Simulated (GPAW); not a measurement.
# BP (F-43m) in GPAW: settings compared, part 2 of 3

GPAW 26.7.0.

## Step 3: Band structure, PBE

run.py

```python
import spglib
from ase import Atoms
from ase.dft.bandgap import bandgap
from ase.io import read, write
from gpaw import GPAW

atoms = read('BP.cif')
cell, positions, numbers = spglib.find_primitive(
    (atoms.cell[:], atoms.get_scaled_positions(), atoms.numbers), symprec=1e-4)
atoms = Atoms(numbers, cell=cell, scaled_positions=positions, pbc=True)

calc = GPAW(mode='fd',
            h=0.16,
            xc='PBE',
            kpts={'size': (10, 10, 10), 'gamma': True},
            occupations={'name': 'fermi-dirac', 'width': 0.05},
            nbands=11,
            convergence={'density': 1e-05, 'energy': 1e-05},
            maxiter=150,
            txt='gpaw.txt')
atoms.calc = calc
energy = atoms.get_potential_energy()
forces = atoms.get_forces()
calc.write('gs.gpw')
write('result.traj', atoms)
print(f'Energy: {energy:.6f} eV')
print('Forces (eV/A):')
print(forces.round(4))
print('Fermi level:', round(calc.get_fermi_level(), 4), 'eV')
print(f'Gap: {bandgap(calc)[0]:.4f} eV, direct: {bandgap(calc, direct=True)[0]:.4f} eV')

path = atoms.cell.bandpath('GXWKGLUWLK,UX', npoints=100, eps=1e-4)
bs_calc = calc.fixed_density(kpts=path, symmetry='off', nbands=19,
                             convergence={'bands': 'CBM+6.0', 'eigenstates': 1e-6}, txt='bands.txt')
bs = bs_calc.band_structure()
bs.write('bs.json')
print(f'Gap on the path: {bandgap(bs_calc)[0]:.4f} eV')
```

BP.cif

```cif
data_BP
_cell_length_a 4.53800000
_cell_length_b 4.53800000
_cell_length_c 4.53800000
_cell_angle_alpha 90.00000000
_cell_angle_beta 90.00000000
_cell_angle_gamma 90.00000000
_space_group_name_H-M_alt 'F-43m'
_space_group_name_Hall 'F -4 2 3'
_space_group_IT_number 216
loop_
_space_group_symop_operation_xyz
'x,y,z'
'y,-x,-z'
'-x,-y,z'
'-y,x,-z'
'x,-y,-z'
'y,x,z'
'-x,y,-z'
'-y,-x,z'
'z,x,y'
'-z,y,-x'
'z,-x,-y'
'-z,-y,x'
'-z,x,-y'
'z,y,x'
'-z,-x,y'
'z,-y,-x'
'y,z,x'
'-x,-z,y'
'-y,z,-x'
'x,-z,-y'
'-y,-z,x'
'x,z,y'
'y,-z,-x'
'-x,z,-y'
'x,y+1/2,z+1/2'
'y,-x+1/2,-z+1/2'
'-x,-y+1/2,z+1/2'
'-y,x+1/2,-z+1/2'
'x,-y+1/2,-z+1/2'
'y,x+1/2,z+1/2'
'-x,y+1/2,-z+1/2'
'-y,-x+1/2,z+1/2'
'z,x+1/2,y+1/2'
'-z,y+1/2,-x+1/2'
'z,-x+1/2,-y+1/2'
'-z,-y+1/2,x+1/2'
'-z,x+1/2,-y+1/2'
'z,y+1/2,x+1/2'
'-z,-x+1/2,y+1/2'
'z,-y+1/2,-x+1/2'
'y,z+1/2,x+1/2'
'-x,-z+1/2,y+1/2'
'-y,z+1/2,-x+1/2'
'x,-z+1/2,-y+1/2'
'-y,-z+1/2,x+1/2'
'x,z+1/2,y+1/2'
'y,-z+1/2,-x+1/2'
'-x,z+1/2,-y+1/2'
'x+1/2,y,z+1/2'
'y+1/2,-x,-z+1/2'
'-x+1/2,-y,z+1/2'
'-y+1/2,x,-z+1/2'
'x+1/2,-y,-z+1/2'
'y+1/2,x,z+1/2'
'-x+1/2,y,-z+1/2'
'-y+1/2,-x,z+1/2'
'z+1/2,x,y+1/2'
'-z+1/2,y,-x+1/2'
'z+1/2,-x,-y+1/2'
'-z+1/2,-y,x+1/2'
'-z+1/2,x,-y+1/2'
'z+1/2,y,x+1/2'
'-z+1/2,-x,y+1/2'
'z+1/2,-y,-x+1/2'
'y+1/2,z,x+1/2'
'-x+1/2,-z,y+1/2'
'-y+1/2,z,-x+1/2'
'x+1/2,-z,-y+1/2'
'-y+1/2,-z,x+1/2'
'x+1/2,z,y+1/2'
'y+1/2,-z,-x+1/2'
'-x+1/2,z,-y+1/2'
'x+1/2,y+1/2,z'
'y+1/2,-x+1/2,-z'
'-x+1/2,-y+1/2,z'
'-y+1/2,x+1/2,-z'
'x+1/2,-y+1/2,-z'
'y+1/2,x+1/2,z'
'-x+1/2,y+1/2,-z'
'-y+1/2,-x+1/2,z'
'z+1/2,x+1/2,y'
'-z+1/2,y+1/2,-x'
'z+1/2,-x+1/2,-y'
'-z+1/2,-y+1/2,x'
'-z+1/2,x+1/2,-y'
'z+1/2,y+1/2,x'
'-z+1/2,-x+1/2,y'
'z+1/2,-y+1/2,-x'
'y+1/2,z+1/2,x'
'-x+1/2,-z+1/2,y'
'-y+1/2,z+1/2,-x'
'x+1/2,-z+1/2,-y'
'-y+1/2,-z+1/2,x'
'x+1/2,z+1/2,y'
'y+1/2,-z+1/2,-x'
'-x+1/2,z+1/2,-y'
loop_
_atom_site_label
_atom_site_type_symbol
_atom_site_symmetry_multiplicity
_atom_site_Wyckoff_symbol
_atom_site_fract_x
_atom_site_fract_y
_atom_site_fract_z
_atom_site_occupancy
P1 P 4 c 0.2500000000 0.2500000000 0.2500000000 1
B1 B 4 a 0.0000000000 0.0000000000 0.0000000000 1
```

Potentials or basis: GPAW PAW data sets (gpaw-data 1.2.1), fd.

Launch:

```
OMP_NUM_THREADS=1 python run.py
```

gpaw.txt:

```text
__  _  _
 | _ |_)|_||  |
 |__||  | ||/\| - 26.7.0

Input parameters:
  mode=FD(),
  convergence={'density': 1e-05, 'energy': 1e-05},
  h=0.16,
  kpts=MonkhorstPack(size=(10, 10, 10), gamma=True),
  maxiter=150,
  nbands=11,
  occupations=Occupations(name='fermi-dirac', width=0.05),
  xc=XC(name='PBE')

Diagonalizing LCAO Hamiltonian
Converting LCAO to fd mode

           P
       B

Atoms  # Å, Bohr magnetons
|   | symbol |        x |        y |        z |    initial magnetic moments |
|---|--------|----------|----------|----------|-----------------------------|
| 0 |      P | 1.134500 | 1.134500 | 1.134500 | ( 0.0000,  0.0000,  0.0000) |
| 1 |      B | 0.000000 | 0.000000 | 0.000000 | ( 0.0000,  0.0000,  0.0000) |

Unit cell  # Å
| periodic |        x |        y |        z |  lengths |    angles |
|----------|----------|----------|----------|----------|-----------|
|      yes | 0.000000 | 2.269000 | 2.269000 | 3.208851 | 60.000000 |
|      yes | 2.269000 | 0.000000 | 2.269000 | 3.208851 | 60.000000 |
|      yes | 2.269000 | 2.269000 | 0.000000 | 3.208851 | 60.000000 |

Number of symmetries: 24
Symmetry operations  # r_c * U_cc + t_c -> r_c
|    | kind |            matrix            |
|----|------|------------------------------|
|  0 |  E   |  1, 0, 0,  0, 1, 0,  0, 0, 1 |
|  1 |  σ   |  1, 0, 0,  0, 0, 1,  0, 1, 0 |
|  2 |  σ   |  1, 0,-1,  0, 1,-1,  0, 0,-1 |
|  3 |  C3  |  1, 0,-1,  0, 0,-1,  0, 1,-1 |
|  4 |  C3  |  1,-1, 0,  0,-1, 1,  0,-1, 0 |
|  5 |  σ   |  1,-1, 0,  0,-1, 0,  0,-1, 1 |
|  6 |  σ   |  0, 1, 0,  1, 0, 0,  0, 0, 1 |
|  7 |  C3  |  0, 1, 0,  0, 0, 1,  1, 0, 0 |
|  8 |  C2  |  0, 1,-1,  1, 0,-1,  0, 0,-1 |
|  9 |  S4  |  0, 1,-1,  0, 0,-1,  1, 0,-1 |
| 10 |  C3  |  0, 0, 1,  1, 0, 0,  0, 1, 0 |
| 11 |  σ   |  0, 0, 1,  0, 1, 0,  1, 0, 0 |
| 12 |  S4  |  0, 0,-1,  1, 0,-1,  0, 1,-1 |
| 13 |  C3  |  0, 0,-1,  0, 1,-1,  1, 0,-1 |
| 14 |  S4  |  0,-1, 1,  1,-1, 0,  0,-1, 0 |
| 15 |  C2  |  0,-1, 1,  0,-1, 0,  1,-1, 0 |
| 16 |  C3  |  0,-1, 0,  1,-1, 0,  0,-1, 1 |
| 17 |  S4  |  0,-1, 0,  0,-1, 1,  1,-1, 0 |
| 18 |  S4  | -1, 1, 0, -1, 0, 1, -1, 0, 0 |
| 19 |  C3  | -1, 1, 0, -1, 0, 0, -1, 0, 1 |
| 20 |  C3  | -1, 0, 1, -1, 1, 0, -1, 0, 0 |
| 21 |  S4  | -1, 0, 1, -1, 0, 0, -1, 1, 0 |
| 22 |  σ   | -1, 0, 0, -1, 1, 0, -1, 0, 1 |
| 23 |  C2  | -1, 0, 0, -1, 0, 1, -1, 1, 0 |

BZ-sampling:
  Number of BZ points: 1000
  Number of IBZ points: 47

  Monkhorst-Pack size: [10, 10, 10]
  Monkhorst-Pack shift: [0.05, 0.05, 0.05]

K-points  # in reciprocal-cell coordinates
|     |                                coordinates |     weight |
|-----|--------------------------------------------|------------|
|   0 | (  0.00000000,   0.00000000,   0.00000000) | 0.00100000 |
|   1 | (  0.10000000,   0.10000000,   0.00000000) | 0.00600000 |
|   2 | (  0.10000000,   0.10000000,   0.10000000) | 0.00800000 |
|   3 | (  0.20000000,   0.10000000,   0.10000000) | 0.01200000 |
|   4 | (  0.20000000,   0.20000000,   0.00000000) | 0.00600000 |
|   5 | (  0.20000000,   0.20000000,   0.10000000) | 0.02400000 |
|   6 | (  0.20000000,   0.20000000,   0.20000000) | 0.00800000 |
|   7 | (  0.30000000,   0.20000000,   0.10000000) | 0.02400000 |
|   8 | (  0.30000000,   0.20000000,   0.20000000) | 0.02400000 |
|   9 | (  0.30000000,   0.30000000,   0.00000000) | 0.00600000 |
| ... |                                            |            |
|  46 | (  0.50000000,   0.50000000,   0.50000000) | 0.00400000 |

Uniform wave function grid shape: (np.int64(16), np.int64(16), np.int64(16))
Spin-components: 1 (collinear spins)
Bands:           11
Projectors:      10
Spin-degeneracy: 2
Datatype:        complex128

Density:
  Valence electrons: 8.0
  Components: 1
  Grid points: [16 16 16]
  Charge: 0.0  # |e|

Potential:
  Grid points: [16 16 16]

species:
  P:
    name:    Phosphorus
    Z:       15.0
    valence: 5
    core:    10
    charge:  0.0  # [|e|]
    compensation charges:
      type: gauss
      rc: 0.30  # [Å]
      lmax: 2
    cutoffs:
      filter: 1.69  # [Å]
      core: 1.81  # [Å]
    projectors
    | kind |    occ | energy [eV] | rcut [Å] |
    |------|--------|-------------|----------|
    |   3s |  2.000 |     -13.968 |    0.953 |
    |   3p |  3.000 |      -5.506 |    0.953 |
    |    s |        |      13.244 |    0.953 |
    |    p |        |      21.705 |    0.953 |
    |    d |        |       0.000 |    0.953 |

    Using partial waves for P as LCAO basis

  B:
    name:    Boron
    Z:       5.0
    valence: 3
    core:    2
    charge:  0.0  # [|e|]
    compensation charges:
      type: gauss
      rc: 0.20  # [Å]
      lmax: 2
    cutoffs:
      filter: 1.14  # [Å]
      core: 1.38  # [Å]
    projectors
    | kind |    occ | energy [eV] | rcut [Å] |
    |------|--------|-------------|----------|
    |   2s |  2.000 |      -9.443 |    0.635 |
    |   2p |  1.000 |      -3.606 |    0.635 |
    |    s |        |      17.768 |    0.635 |
    |    p |        |      23.605 |    0.635 |
    |    d |        |       0.000 |    0.635 |

    Using partial waves for B as LCAO basis

Reference energy: -9972.403226  # eV

eigensolver:
  PPCG
  Converge bands: occupied
  niter=2

density mixing:
  MSR1-Mixer
  Pratt-step length: 0.05
  Maximum mixing coefficient: 0.75
  Old densities: 10
  SVD Regularization: 0.005
  Good broyden scale: 1.0
  Trust region scale: 1.0
  Backstep threshold: 4.0
  History deletion threshold: 6.0
  Fourier metric: weight=20.0, sigma=0.015

occupation numbers:
  Fermi-Dirac:
    width: 0.0500  # eV

FastPoissonSolver using
    Stencil: 12*3+1=37 point O(h^6) finite-difference Laplacian
    FFT axes: [np.int64(0), np.int64(1), np.int64(2)]
    FST axes: []

xc functional:
  name: PBE with 2 nearest neighbor stencil
interpolation: tri-quintic # 5. degree polynomial

convergence criteria:
- Maximum integral of absolute [dens]ity change: 1e-05 electrons / valence electron
- Maximum [total energy] change in last 3 cyles: 1e-05 eV / valence electron
- Maximum integral of absolute [eigenst]ate change: 4e-08 eV^2 / valence electron
maximum number of iterations: 150

SCF iterations
|iter     | |      energy | eigst |  dens |
|---------|-|-------------|-------|-------|
|iter:   1| |  -13.451145 | +0.84 |       |
|iter:   2| |  -13.382075 | -0.58 | -0.71 |
|iter:   3| |  -12.876942 | -0.74 | -0.74 |
|iter:   4| |  -12.876183 | -1.99 | -1.45 |
|iter:   5| |  -12.877352 | -2.88 | -1.90 |
|iter:   6| |  -12.877552 | -3.90 | -2.46 |
|iter:   7| |  -12.877555 | -5.04 | -3.63 |
|iter:   8| |  -12.877556c| -6.03 | -3.94 |
|iter:   9| |  -12.877556c| -7.01 | -4.71 |
|iter:  10| |  -12.877556c| -7.60c| -5.53c|

Converged in 10 steps
Energy contributions relative to reference atoms: (reference = -9972.403226)

Energy contributions:
  Kinetic:          13.459839
  Coulomb:         -11.753945
  Zero:              0.014244
  External:          0.000000
  Xc:              -14.597694
  Entropy:          -0.000000
  Spinorbit:         0.000000
  ----------------------------
  Free energy:     -12.877556
  Extrapolated:    -12.877556

dipole moment: (-10.615135, -10.615135, -10.615135)  # |e|*Ang

Fermi level: 8.811
Eigenvalues  # (at kpt = [0.000, 0.000, 0.000])
| band index |      eig [eV] | occ [0-2] |
|------------|---------------|-----------|
|          0 |        -7.252 |     2.000 |
|          1 |         8.208 |     2.000 |
|          2 |         8.208 |     2.000 |
|          3 |         8.208 |     2.000 |
|          4 |        11.613 |     0.000 |
|          5 |        11.613 |     0.000 |
|          6 |        11.613 |     0.000 |
|          7 |        15.594 |     0.000 |
|          8 |        19.763 |     0.000 |
|          9 |        20.247 |     0.000 |
|         10 |        21.436 |     0.000 |

Gap: 1.243 eV
Transition (v -> c):
  (s=0, k=0, n=3, [0.00, 0.00, 0.00]) -> (s=0, k=24, n=4, [0.40, 0.40, 0.00])
Direct/indirect transitions are different
Direct gap: 3.405 eV
Transition at: (s=0, k=0, n=3, [0.00, 0.00, 0.00])

Forces  # eV/Ang
|        x |       y |        z |
|----------|---------|----------|
| -0.00000 | 0.00000 | -0.00000 |  # P    0
|  0.00000 | 0.00000 | -0.00000 |  # B    1

# Writing to gs.gpw (mode='')
```

Run time: 56 s. Hardware: 1 thread of Intel Xeon Platinum 8488C (Sapphire Rapids), shared host; peak memory 0.38 GiB.

Results:

| Property | Result |
| --- | --- |
| Free energy | -12.8776 eV |
| Band gap on the k mesh | 1.24 eV, indirect (least direct gap 3.41 eV) |
| Band gap along the path | 1.24 eV, indirect (least direct gap 3.41 eV) |

Levels at the corners of the path, in eV from the valence-band top:
| point | band 1 | band 2 | band 3 | band 4 | band 5 | band 6 | band 7 | band 8 |
| --- | --- | --- | --- | --- | --- | --- | --- | --- |
| Γ | -15.46 | 0.00 | 0.00 | 0.00 | 3.41 | 3.41 | 3.41 | 7.39 |
| X | -10.60 | -8.58 | -4.11 | -4.11 | 1.34 | 1.66 | 12.08 | 12.09 |
| W | -10.33 | -8.06 | -5.67 | -5.47 | 5.33 | 6.76 | 7.25 | 7.45 |
| K | -10.61 | -8.16 | -6.22 | -3.50 | 2.15 | 6.00 | 9.72 | 10.60 |
| Γ | -15.46 | 0.00 | 0.00 | 0.00 | 3.41 | 3.41 | 3.41 | 7.39 |
| L | -12.13 | -9.03 | -1.76 | -1.76 | 3.78 | 4.71 | 4.71 | 10.16 |
| U | -10.61 | -8.16 | -6.22 | -3.50 | 2.15 | 6.00 | 9.72 | 10.60 |
| W | -10.33 | -8.06 | -5.67 | -5.47 | 5.33 | 6.76 | 7.25 | 7.45 |
| L | -12.13 | -9.03 | -1.76 | -1.76 | 3.78 | 4.71 | 4.71 | 10.16 |
| K | -10.61 | -8.16 | -6.22 | -3.50 | 2.15 | 6.00 | 9.72 | 10.60 |
| U | -10.61 | -8.16 | -6.22 | -3.50 | 2.15 | 6.00 | 9.72 | 10.60 |
| X | -10.60 | -8.58 | -4.11 | -4.11 | 1.34 | 1.66 | 12.08 | 12.09 |

Caveat: the real-space grid adds noise to forces. PBE gaps usually lie below the measured ones, often by a third to a half.

## Step 4: Band structure, optPBE-vdW

Changes to run.py since step 3:

```diff
@@ -1,15 +1,9 @@
-import spglib
-from ase import Atoms
 from ase.dft.bandgap import bandgap
 from ase.io import read, write
-from gpaw import GPAW
+from gpaw import GPAW, PW
 
 atoms = read('BP.cif')
-cell, positions, numbers = spglib.find_primitive(
-    (atoms.cell[:], atoms.get_scaled_positions(), atoms.numbers), symprec=1e-4)
-atoms = Atoms(numbers, cell=cell, scaled_positions=positions, pbc=True)
 
-calc = GPAW(mode='fd',
-            h=0.16,
-            xc='PBE',
+calc = GPAW(mode=PW(800),
+            xc={'name': 'optPBE-vdW', 'backend': 'libvdwxc'},
             kpts={'size': (10, 10, 10), 'gamma': True},
@@ -31,3 +25,3 @@
 
-path = atoms.cell.bandpath('GXWKGLUWLK,UX', npoints=100, eps=1e-4)
+path = atoms.cell.bandpath('GXWKGLUWLK,UX', npoints=80, eps=1e-4)
 bs_calc = calc.fixed_density(kpts=path, symmetry='off', nbands=19,
```

BP.cif

```cif
data_BP
_cell_length_a 3.20885057
_cell_length_b 3.20885057
_cell_length_c 3.20885057
_cell_angle_alpha 60.00000000
_cell_angle_beta 60.00000000
_cell_angle_gamma 60.00000000
_space_group_name_H-M_alt 'P1'
_space_group_name_Hall 'P 1'
_space_group_IT_number 1
loop_
_space_group_symop_operation_xyz
'x,y,z'
loop_
_atom_site_label
_atom_site_type_symbol
_atom_site_symmetry_multiplicity
_atom_site_Wyckoff_symbol
_atom_site_fract_x
_atom_site_fract_y
_atom_site_fract_z
_atom_site_occupancy
P1 P 1 a 0.7500000000 0.7500000000 0.7500000000 1
B1 B 1 a 0.0000000000 0.0000000000 0.0000000000 1
```

Potentials or basis: GPAW PAW data sets (gpaw-data 1.2.1), pw.

Launch:

```
OMP_NUM_THREADS=1 python run.py
```

It took 23 s on 1 thread of Intel Xeon Platinum 8488C (Sapphire Rapids), shared host; peak memory 0.23 GiB.

The run converged. Its results:

| Quantity | Value |
| --- | --- |
| Free energy | -23.3210 eV |
| Band gap on the k mesh | 1.39 eV, indirect (least direct gap 3.48 eV) |
| Band gap along the path | 1.38 eV, indirect (least direct gap 3.48 eV) |

Levels at the corners of the path, in eV from the valence-band top:
```csv
point,band 1,band 2,band 3,band 4,band 5,band 6,band 7,band 8
Γ,-15.37,0.00,0.00,0.00,3.48,3.48,3.48,7.49
X,-10.54,-8.52,-4.07,-4.07,1.49,1.82,12.12,12.12
W,-10.28,-8.00,-5.58,-5.38,5.44,6.88,7.34,7.52
K,-10.55,-8.10,-6.13,-3.46,2.30,6.11,9.77,10.65
Γ,-15.37,0.00,0.00,0.00,3.48,3.48,3.48,7.49
L,-12.07,-8.94,-1.74,-1.74,3.88,4.80,4.80,10.34
U,-10.55,-8.10,-6.13,-3.46,2.30,6.11,9.77,10.65
W,-10.28,-8.00,-5.58,-5.38,5.44,6.88,7.34,7.52
L,-12.07,-8.94,-1.74,-1.74,3.88,4.80,4.80,10.34
K,-10.55,-8.10,-6.13,-3.46,2.30,6.11,9.77,10.65
U,-10.55,-8.10,-6.13,-3.46,2.30,6.11,9.77,10.65
X,-10.54,-8.52,-4.07,-4.07,1.49,1.82,12.12,12.12
```

Caveat: the PAW data sets were made with another functional, which shifts forces and pressure a little.

(Continued in part 3 of 3.)
